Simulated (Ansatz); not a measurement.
The cell was built from the bcc type and relaxed in the same program, and has space group Im-3m; it needn't be a known or the stable phase.

An input for Sn: DFT, PBE, PAW with Ansatz's default frozen-core files, fully relativistic files with spin-orbit coupling (Ansatz 0.2.0).

Command: `ansatz run input.yaml --threads 1 --pin off --max-ram 2048MiB --backend cpu --events-out ev --progress --plain --runs-dir out` The run took about 21 s on 1 thread of a shared machine.

```yaml
crystal:
  lattice:
    - [-1.9031242745, 1.9031242745, 1.9031242745]
    - [1.9031242745, -1.9031242745, 1.9031242745]
    - [1.9031242745, 1.9031242745, -1.9031242745]
  atoms:
    - { symbol: Sn, position: [0.0, 0.0, 0.0] }
kpoints:
  mp_grid: { grid: [15, 15, 15] }
  band_path:
    path:
      - [0.0, 0.0, 0.0]
      - [0.5, -0.5, 0.5]
      - [0.0, 0.0, 0.5]
      - [0.0, 0.0, 0.0]
      - [0.25, 0.25, 0.25]
      - [0.5, -0.5, 0.5]
      - [0.25, 0.25, 0.25]
      - [0.0, 0.0, 0.5]
    npoints: 5
scf:
  occupations: { method: fermi_dirac, width: 0.03 }
hamiltonian:
  xc: pbe
  pseudopotentials: { kind: paw_fr }
output:
  forces: true
  stress: true
  eigenvalues: true
  efg: { contact_densities: true }
magnetization:
  noncollinear: true
  spin_orbit: true
```

Set-up and iterations as logged by Ansatz (the results part is left out, to be predicted):

```
Engine: ansatz 0.2.0
Pseudopotentials: kind: paw_fr
Pseudopotential: Sn, paw_fr, valence charge 14, recommended cutoff 420 eV (normal)#standard-fr
Functional definition: PBE
  parameter kappa = 0.804
  parameter beta = 0.06672455060314922
  exchange = pbe_x(kappa = kappa, mu = beta*pi^2/3)
  correlation = pbe_c(beta = beta)
non-collinear run that drives no moment, with spin-orbit: no starting moment large enough to seed its density (crystal.atoms[].spin), no starting occupations that ask for one, no magnetisation constraint and no magnetic field, so the semilocal B_xc is pinned to zero
Crystal: 1 atoms, lattice volume = 27.572 Å³
Basis set: ecut = 420 eV, 555 PW (Γ), exchange–correlation on 48×48×48 points (8 copies of the dense FFT grid, shifted against one another)
Bands: 22, of which v1, the nominal top of the filled ones, is band 14 counted from 1 (13 counted from 0)
Symmetry: 48 space group operations + 48 with time reversal
Magnetic group: BNS 229.141 (UNI 1643), of the structure as read, at distance tolerance 3.0e-5 Å
k-points: 120 of 3375
Projection manifold: j_resolved (fully-relativistic pseudo-atomic orbitals)
Non-local potential: Sn, projectors of the file, l = 0: 2, l = 1: 4, l = 2: 4, l = 3: 4
PAW form: soft (Blöchl's): semilocal exchange-correlation on the pseudo side does not see the compensation charge
PAW one-centre angular grid: Sn, 590 points (default); XC on 64 Gauss nodes
Initial density: superposition of atomic densities (chi_scale 0.1, normalization cell)
Initial wavefunctions: pseudopotential atomic-orbital guess
Functional: x = pbe(κ = 0.804, μ = 0.2195149727645171), c = pbe(β = 0.06672455060314922)
SCF iter   1: F=—  HF=-6026.294715 eV  |F-HF|=—  |Δ(HF+E_count)|=         —  Δρ=9.48e-3  dr2=2.98e-2  dr2_m=0.00e0 (ungated)  ethr=3.10e-3  |m|>n=0.0e0 m-floor=0.0e0 τ_xc=0.0e0  β_m=0.30  ⟨swp⟩=8.5  Hψ=8476  notcnv=0
SCF iter   2: F=—  HF=-6026.290338 eV  |F-HF|=—  |Δ(HF+E_count)|=   4.38e-3  Δρ=7.80e-3  dr2=2.12e-2  dr2_m=0.00e0 (ungated)  ethr=2.13e-4  |m|>n=0.0e0 m-floor=0.0e0 τ_xc=0.0e0  β_m=0.59  ⟨swp⟩=2.0  Hψ=2074  notcnv=0  defer=312
SCF iter   3: F=—  HF=-6026.285249 eV  |F-HF|=—  |Δ(HF+E_count)|=   5.09e-3  Δρ=2.82e-3  dr2=1.07e-3  dr2_m=0.00e0 (ungated)  ethr=1.52e-4  |m|>n=0.0e0 m-floor=0.0e0 τ_xc=0.0e0  β_m=0.69  ⟨swp⟩=2.5  Hψ=2396  notcnv=0  defer=342
SCF iter   4: F=—  HF=-6026.284392 eV  |F-HF|=—  |Δ(HF+E_count)|=   8.57e-4  Δρ=9.42e-4  dr2=1.81e-4  dr2_m=0.00e0 (ungated)  ethr=7.64e-6  |m|>n=0.0e0 m-floor=0.0e0 τ_xc=0.0e0  β_m=0.79  ⟨swp⟩=2.0  Hψ=2289  notcnv=0  defer=352
SCF iter   5: F=—  HF=-6026.284398 eV  |F-HF|=—  |Δ(HF+E_count)|=   5.28e-6  Δρ=2.39e-4  dr2=1.16e-5  dr2_m=0.00e0 (ungated)  ethr=1.29e-6  |m|>n=0.0e0 m-floor=0.0e0 τ_xc=0.0e0  β_m=0.90  ⟨swp⟩=1.0  Hψ=1144  notcnv=0  defer=352
SCF iter   6: F=—  HF=-6026.284401 eV  |F-HF|=—  |Δ(HF+E_count)|=   2.98e-6  Δρ=2.81e-5  dr2=1.70e-7  dr2_m=0.00e0 (ungated)  ethr=8.32e-8  |m|>n=0.0e0 m-floor=0.0e0 τ_xc=0.0e0  β_m=0.95  ⟨swp⟩=2.6  Hψ=1753  notcnv=0  defer=352
SCF iter   7: F=-6026.284401 eV  HF=-6026.284401 eV  |F-HF|=8.39e-9  |Δ(HF+E_count)|=   8.93e-8  Δρ=5.49e-6  dr2=1.07e-8  dr2_m=0.00e0 (ungated)  ethr=7.14e-10  |m|>n=0.0e0 m-floor=0.0e0 τ_xc=0.0e0  ⟨swp⟩=8.5  Hψ=6124  notcnv=0
```

(1) What pressure will this run report?

(2) Is there a band gap?

Results:

(1) 0.05 GPa (positive in compression).

(2) none: bands cross the Fermi level, a metal.
